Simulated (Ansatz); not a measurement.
**ZnSnP₂: a line through an energy map**

How does the energy of ZnSnP₂ (I-42d, No. 122; 8 atoms in the cell) vary with lattice constant a (and b), at lattice constant c = 10.999 Å?

Method: DFT PBEsol, scalar-relativistic, plane waves, PAW, in Ansatz 0.2.0.

1 further run of the same task is left out (set aside as unsound or not needed).

## Step 1: The system as given

The structure is tetragonal, space group I-42d (No. 122). Conventional cell: a = 5.621 Å, b = 5.621 Å, c = 11.281 Å, α = 90.00°, β = 90.00°, γ = 90.00°. Zn (site symmetry -4) is surrounded by 4 P at 2.36 Å. Around Sn (site symmetry -4) lie 4 P at 2.52 Å. P (site symmetry 2) is surrounded by 2 Zn at 2.36 Å and 2 Sn at 2.52 Å.

Structure file:

```
CELL_PARAMETERS angstrom
-2.81058 2.81058 5.64075
2.81058 -2.81058 5.64075
2.81058 2.81058 -5.64075
ATOMIC_POSITIONS crystal
Zn 0.75000 0.25000 0.50000
Zn 0.00000 0.00000 0.00000
Sn 0.25000 0.75000 0.50000
Sn 0.50000 0.50000 0.00000
P 0.37500 0.35049 0.47549
P 0.64951 0.12500 0.02451
P 0.10049 0.62500 0.97549
P 0.87500 0.89951 0.52451
```

It goes back to an entry of the Materials Project, which need not be the stable form.

This cell was relaxed beforehand with the same method: volume 22.28 Å³/atom, gap on the mesh 0.80 eV.

## Step 2: Plan of the line

The energy is mapped over the lattice constants a and c of the conventional cell.

First coordinate, lattice constant a (and b): 5 values from 5.340 to 5.902 Å. Second coordinate, lattice constant c: 5 values from 10.717 to 11.846 Å.

Nothing else is relaxed (fractional coordinates fixed). Energies count from the relaxed crystal. Points are written as (first, second).

## Step 3: Point (5.340 Å, 10.999 Å)

The input, input.yaml:

```yaml
crystal:
  lattice:
    - [-2.67005, 2.67005, 5.49975]
    - [2.67005, -2.67005, 5.49975]
    - [2.67005, 2.67005, -5.49975]
  atoms:
    - { symbol: Zn, position: [0.75, 0.25, 0.5] }
    - { symbol: Zn, position: [0.0, 0.0, 0.0] }
    - { symbol: Sn, position: [0.25, 0.75, 0.5] }
    - { symbol: Sn, position: [0.5, 0.5, 0.0] }
    - { symbol: P, position: [0.375, 0.3504879709, 0.4754879709] }
    - { symbol: P, position: [0.6495120291, 0.125, 0.0245120291] }
    - { symbol: P, position: [0.1004879709, 0.625, 0.9754879709] }
    - { symbol: P, position: [0.875, 0.8995120291, 0.5245120291] }
basis:
  ecutwfc: 520.0
kpoints:
  mp_grid: { grid: [8, 8, 8] }
hamiltonian:
  xc: pbesol
scf:
  occupations: { method: gaussian, width: 0.05 }
output:
  forces: true
  stress: true
  eigenvalues: true
```

Command:

```sh
$ ansatz run input.yaml --threads 2 --pin off --max-ram 4096MiB --backend cpu --events-out ev --progress --plain --runs-dir out
```

The program printed (excerpt; [...] marks lines left out):

```text
Warning: RAYON_NUM_THREADS=2 ignored (pool sized by the plan → 2); use --threads N
[...]
Pseudopotentials: kind: paw
Pseudopotential: Zn, paw, valence charge 12, recommended cutoff 420 eV (normal), Zn.paw.azcp
Pseudopotential: Sn, paw, valence charge 14, recommended cutoff 420 eV (normal), Sn.paw.azcp
Pseudopotential: P, paw, valence charge 5, recommended cutoff 420 eV (normal), P.paw.azcp
Functional definition: PBEsol
[...]
Crystal: 8 atoms, lattice volume = 156.835 Å³
Basis set: ecut = 520 eV, 4257 PW (Γ), exchange–correlation on 100×100×100 points (8 copies of the dense FFT grid, shifted against one another)
Bands: 44, of which v1, the nominal top of the filled ones, is band 36 counted from 1 (35 counted from 0)
Symmetry: 8 space group operations
Space group: I-42d (ITA 122), of the structure as read, at distance tolerance 5.4e-5 Å
k-points: 59 of 512 (time reversal used)
[...]
SCF iter   1: F=—  HF=-21422.231429 eV  |F-HF|=—  |Δ(HF+E_count)|=         —  Δρ=4.30e-3  dr2=3.07e-2  ethr=1.77e-3  ⟨swp⟩=10.2  Hψ=14082  notcnv=0  defer=7
[...]
SCF iter   7: F=-21422.218662 eV  HF=-21422.218662 eV  |F-HF|=7.88e-9  |Δ(HF+E_count)|=   5.06e-7  Δρ=6.32e-6  dr2=7.73e-8  ethr=1.39e-10  ⟨swp⟩=10.9  Hψ=15759  notcnv=0
[...]
SCF converged after 7 iterations
Free energy (F): -21422.218662 eV
[...]
E sigma→0 (E₀):  -21422.218662 eV
Fermi energy:    9.675922 eV
[...]
--- Forces (eV/Å), atoms counted from 1 ---
  atom   1  Zn     0.00000000    -0.00000000    -0.00000000
  atom   2  Zn     0.00000000    -0.00000000    -0.00000000
  atom   3  Sn     0.00000000    -0.00000000    -0.00000000
  atom   4  Sn     0.00000000    -0.00000000    -0.00000000
  atom   5  P     -0.38447433     0.00000000     0.00000000
  atom   6  P     -0.00000000     0.38447433    -0.00000000
  atom   7  P     -0.00000000    -0.38447433     0.00000000
  atom   8  P      0.38447433     0.00000000    -0.00000000
[...]
--- Stress (GPa, compression-positive) ---
       13.306688      -0.000000      -0.000000
       -0.000000      13.306688       0.000000
       -0.000000       0.000000      11.744497
  P = ⅓ Tr σ = 12.7860 GPa (127.860 kbar)
--- Band table (eV; the first three rows and the last of 59) ---
[...]
```

It took 18 s on 2 threads of Intel Xeon 6975P-C (Granite Rapids), shared host; peak memory 0.8 GiB.

That is 97 meV/atom from the zero.

## Step 4: The run at (5.481 Å, 10.999 Å)

input.yaml: that of step 3 with these lines changed.

```diff
@@ -2,5 +2,5 @@
   lattice:
-    - [-2.67005, 2.67005, 5.49975]
-    - [2.67005, -2.67005, 5.49975]
-    - [2.67005, 2.67005, -5.49975]
+    - [-2.7403, 2.7403, 5.49975]
+    - [2.7403, -2.7403, 5.49975]
+    - [2.7403, 2.7403, -5.49975]
   atoms:
```

Command:

```sh
$ ansatz run input.yaml --threads 2 --pin off --max-ram 4096MiB --backend cpu --events-out ev --progress --plain --runs-dir out
```

The program printed (excerpt; [...] marks lines left out):

```text
Warning: RAYON_NUM_THREADS=2 ignored (pool sized by the plan → 2); use --threads N
[...]
[... 5 set-up lines as earlier in the session ...]
[...]
Crystal: 8 atoms, lattice volume = 165.196 Å³
Basis set: ecut = 520 eV, 4461 PW (Γ), exchange–correlation on 108×108×108 points (8 copies of the dense FFT grid, shifted against one another)
Bands: 44, of which v1, the nominal top of the filled ones, is band 36 counted from 1 (35 counted from 0)
[... 1 set-up line as earlier in the session ...]
Space group: I-42d (ITA 122), of the structure as read, at distance tolerance 5.5e-5 Å
k-points: 59 of 512 (time reversal used)
[...]
SCF iter   7: F=-21422.735876 eV  HF=-21422.735876 eV  |F-HF|=3.43e-8  |Δ(HF+E_count)|=   1.05e-6  Δρ=5.88e-6  dr2=5.71e-8  ethr=1.39e-10  ⟨swp⟩=11.4  Hψ=16355  notcnv=0
[...]
SCF converged after 7 iterations
Free energy (F): -21422.735876 eV
[...]
E sigma→0 (E₀):  -21422.735876 eV
Fermi energy:    8.972522 eV
[...]
--- Forces (eV/Å), atoms counted from 1 ---
  atom   1  Zn     0.00000000    -0.00000000    -0.00000000
  atom   2  Zn     0.00000000    -0.00000000    -0.00000000
  atom   3  Sn     0.00000000    -0.00000000    -0.00000000
  atom   4  Sn     0.00000000    -0.00000000     0.00000000
  atom   5  P     -0.18549591     0.00000000     0.00000000
  atom   6  P     -0.00000000     0.18549591     0.00000000
  atom   7  P     -0.00000000    -0.18549591     0.00000000
  atom   8  P      0.18549591     0.00000000    -0.00000000
[...]
--- Stress (GPa, compression-positive) ---
        6.777384      -0.000000      -0.000000
       -0.000000       6.777384       0.000000
       -0.000000       0.000000       6.707266
  P = ⅓ Tr σ = 6.7540 GPa (67.540 kbar)
--- Band table (eV; the first three rows and the last of 59) ---
[...]
```

It took 18 s on 2 threads of Intel Xeon 6975P-C (Granite Rapids), shared host; peak memory 0.82 GiB.

On the map this point reads 32 meV/atom.

## Step 5: Grid point (5.621 Å, 10.999 Å)

input.yaml: that of step 4 with these lines changed.

```diff
@@ -2,5 +2,5 @@
   lattice:
-    - [-2.7403, 2.7403, 5.49975]
-    - [2.7403, -2.7403, 5.49975]
-    - [2.7403, 2.7403, -5.49975]
+    - [-2.8105826831, 2.8105826831, 5.49975]
+    - [2.8105826831, -2.8105826831, 5.49975]
+    - [2.8105826831, 2.8105826831, -5.49975]
   atoms:
```

Command:

```sh
$ ansatz run input.yaml --threads 2 --pin off --max-ram 4096MiB --backend cpu --events-out ev --progress --plain --runs-dir out
```

The program printed (excerpt; [...] marks lines left out):

```text
Warning: RAYON_NUM_THREADS=2 ignored (pool sized by the plan → 2); use --threads N
[...]
[... 5 set-up lines as earlier in the session ...]
[...]
Crystal: 8 atoms, lattice volume = 173.778 Å³
Basis set: ecut = 520 eV, 4709 PW (Γ), exchange–correlation on 108×108×108 points (8 copies of the dense FFT grid, shifted against one another)
Bands: 44, of which v1, the nominal top of the filled ones, is band 36 counted from 1 (35 counted from 0)
[... 1 set-up line as earlier in the session ...]
Space group: I-42d (ITA 122), of the structure as read, at distance tolerance 5.6e-5 Å
k-points: 59 of 512 (time reversal used)
[...]
SCF iter   7: F=-21422.952615 eV  HF=-21422.952615 eV  |F-HF|=7.64e-8  |Δ(HF+E_count)|=   1.60e-6  Δρ=6.29e-6  dr2=6.19e-8  ethr=1.39e-10  ⟨swp⟩=11.1  Hψ=15665  notcnv=0
[...]
SCF converged after 7 iterations
Free energy (F): -21422.952615 eV
[...]
E sigma→0 (E₀):  -21422.952615 eV
Fermi energy:    8.229348 eV
[...]
--- Forces (eV/Å), atoms counted from 1 ---
  atom   1  Zn     0.00000000    -0.00000000    -0.00000000
  atom   2  Zn     0.00000000    -0.00000000    -0.00000000
  atom   3  Sn     0.00000000     0.00000000    -0.00000000
  atom   4  Sn    -0.00000000     0.00000000    -0.00000000
  atom   5  P     -0.01610297     0.00000000     0.00000000
  atom   6  P     -0.00000000     0.01610297    -0.00000000
  atom   7  P      0.00000000    -0.01610297    -0.00000000
  atom   8  P      0.01610297    -0.00000000     0.00000000
[...]
--- Stress (GPa, compression-positive) ---
        1.532463       0.000000       0.000000
       -0.000000       1.532463      -0.000000
        0.000000      -0.000000       2.859581
  P = ⅓ Tr σ = 1.9748 GPa (19.748 kbar)
--- Band table (eV; the first three rows and the last of 59) ---
[...]
```

Run time: 21 s. Hardware: 2 threads of Intel Xeon 6975P-C (Granite Rapids), shared host; peak memory 0.85 GiB.

On the map this point reads 4.9 meV/atom.

## Step 6: Grid point (5.762 Å, 10.999 Å)

input.yaml: that of step 5 with these lines changed.

```diff
@@ -2,5 +2,5 @@
   lattice:
-    - [-2.8105826831, 2.8105826831, 5.49975]
-    - [2.8105826831, -2.8105826831, 5.49975]
-    - [2.8105826831, 2.8105826831, -5.49975]
+    - [-2.88085, 2.88085, 5.49975]
+    - [2.88085, -2.88085, 5.49975]
+    - [2.88085, 2.88085, -5.49975]
   atoms:
```

Command:

```sh
$ ansatz run input.yaml --threads 2 --pin off --max-ram 4096MiB --backend cpu --events-out ev --progress --plain --runs-dir out
```

The program printed (excerpt; [...] marks lines left out):

```text
Warning: RAYON_NUM_THREADS=2 ignored (pool sized by the plan → 2); use --threads N
[...]
[... 5 set-up lines as earlier in the session ...]
[...]
Crystal: 8 atoms, lattice volume = 182.576 Å³
Basis set: ecut = 520 eV, 4909 PW (Γ), exchange–correlation on 108×108×108 points (8 copies of the dense FFT grid, shifted against one another)
Bands: 44, of which v1, the nominal top of the filled ones, is band 36 counted from 1 (35 counted from 0)
[... 1 set-up line as earlier in the session ...]
Space group: I-42d (ITA 122), of the structure as read, at distance tolerance 5.7e-5 Å
k-points: 59 of 512 (time reversal used)
[...]
SCF iter   7: F=-21422.917319 eV  HF=-21422.917319 eV  |F-HF|=8.41e-8  |Δ(HF+E_count)|=   2.16e-6  Δρ=6.43e-6  dr2=6.28e-8  ethr=1.39e-10  ⟨swp⟩=11.1  Hψ=15699  notcnv=0
[...]
SCF converged after 7 iterations
Free energy (F): -21422.917319 eV
[...]
E sigma→0 (E₀):  -21422.917319 eV
Fermi energy:    7.479896 eV
[...]
--- Forces (eV/Å), atoms counted from 1 ---
  atom   1  Zn     0.00000000     0.00000000     0.00000000
  atom   2  Zn     0.00000000    -0.00000000     0.00000000
  atom   3  Sn     0.00000000    -0.00000000     0.00000000
  atom   4  Sn     0.00000000     0.00000000     0.00000000
  atom   5  P      0.12601892     0.00000000     0.00000000
  atom   6  P      0.00000000    -0.12601892    -0.00000000
  atom   7  P     -0.00000000     0.12601892     0.00000000
  atom   8  P     -0.12601892    -0.00000000    -0.00000000
[...]
--- Stress (GPa, compression-positive) ---
       -2.638293       0.000000       0.000000
        0.000000      -2.638293      -0.000000
        0.000000      -0.000000      -0.046468
  P = ⅓ Tr σ = -1.7744 GPa (-17.744 kbar)
--- Band table (eV; the first three rows and the last of 59) ---
[...]
```

Run time: 21 s. Hardware: 2 threads of Intel Xeon 6975P-C (Granite Rapids), shared host; peak memory 0.86 GiB.

That is 9 meV/atom from the zero.

## Step 7: The run at (5.902 Å, 10.999 Å)

input.yaml: that of step 6 with these lines changed.

```diff
@@ -2,5 +2,5 @@
   lattice:
-    - [-2.88085, 2.88085, 5.49975]
-    - [2.88085, -2.88085, 5.49975]
-    - [2.88085, 2.88085, -5.49975]
+    - [-2.9511, 2.9511, 5.49975]
+    - [2.9511, -2.9511, 5.49975]
+    - [2.9511, 2.9511, -5.49975]
   atoms:
```

Command:

```sh
$ ansatz run input.yaml --threads 2 --pin off --max-ram 4096MiB --backend cpu --events-out ev --progress --plain --runs-dir out
```

The program printed (excerpt; [...] marks lines left out):

```text
Warning: RAYON_NUM_THREADS=2 ignored (pool sized by the plan → 2); use --threads N
[...]
[... 5 set-up lines as earlier in the session ...]
[...]
Crystal: 8 atoms, lattice volume = 191.589 Å³
Basis set: ecut = 520 eV, 5165 PW (Γ), exchange–correlation on 108×108×108 points (8 copies of the dense FFT grid, shifted against one another)
Bands: 44, of which v1, the nominal top of the filled ones, is band 36 counted from 1 (35 counted from 0)
[... 1 set-up line as earlier in the session ...]
Space group: I-42d (ITA 122), of the structure as read, at distance tolerance 5.8e-5 Å
k-points: 59 of 512 (time reversal used)
[...]
SCF converged after 7 iterations
Free energy (F): -21422.672534 eV
[...]
E sigma→0 (E₀):  -21422.672533 eV
Entropy (-TS):   -0.000001 eV (-0.000 meV/atom)
Fermi energy:    6.776785 eV
[...]
--- Forces (eV/Å), atoms counted from 1 ---
  atom   1  Zn     0.00000000     0.00000000     0.00000000
  atom   2  Zn     0.00000000    -0.00000000     0.00000000
  atom   3  Sn    -0.00000000    -0.00000000     0.00000000
  atom   4  Sn     0.00000000     0.00000000     0.00000000
  atom   5  P      0.24330592    -0.00000000     0.00000000
  atom   6  P      0.00000000    -0.24330592    -0.00000000
  atom   7  P      0.00000000     0.24330592     0.00000000
  atom   8  P     -0.24330592    -0.00000000     0.00000000
[...]
--- Stress (GPa, compression-positive) ---
       -5.916485       0.000000       0.000000
        0.000000      -5.916485      -0.000000
        0.000000      -0.000000      -2.211944
  P = ⅓ Tr σ = -4.6816 GPa (-46.816 kbar)
--- Band table (eV; the first three rows and the last of 59) ---
[...]
```

Run time: 19 s. Hardware: 2 threads of Intel Xeon 6975P-C (Granite Rapids), shared host; peak memory 0.89 GiB.

On the map this point reads 40 meV/atom.

## Step 8: Results

```
lattice constant a (and b) (Å)  step  energy (meV/atom)  slope (meV/atom per Å)  pressure (GPa)  band gap on the k-mesh (eV)  largest force on an atom (eV/Å)
                         5.340     3                 97                    −610            12.8                         0.84                             0.38
                         5.481     4                 32                    −319             6.8                         1.07                             0.18
                         5.621     5                4.9                     −74             2.0                         0.86                             0.02
                         5.762     6                  9                     130            −1.8                         0.53                             0.13
                         5.902     7                 40                     300            −4.7                         0.21                             0.24
```

Energies count from the relaxed crystal. Slopes come from the forces (and the stress, where the cell changes), not from differences of energies.

**Reading.** Along the line the energy is lowest at 5.621 Å, 4.9 meV/atom from the zero. A fit to energies and slopes at the lowest point and its two neighbours puts the minimum at 5.6689 Å, with a curvature of about 1500 meV/atom per Å². The highest point computed, at 5.340 Å, lies 92 meV/atom above the lowest. This is one cut through a surface in two coordinates; the map's lowest point lies off it.

The gaps are Kohn-Sham values of a semilocal functional, not quasiparticle or optical gaps. Such gaps usually fall short of the measured ones.
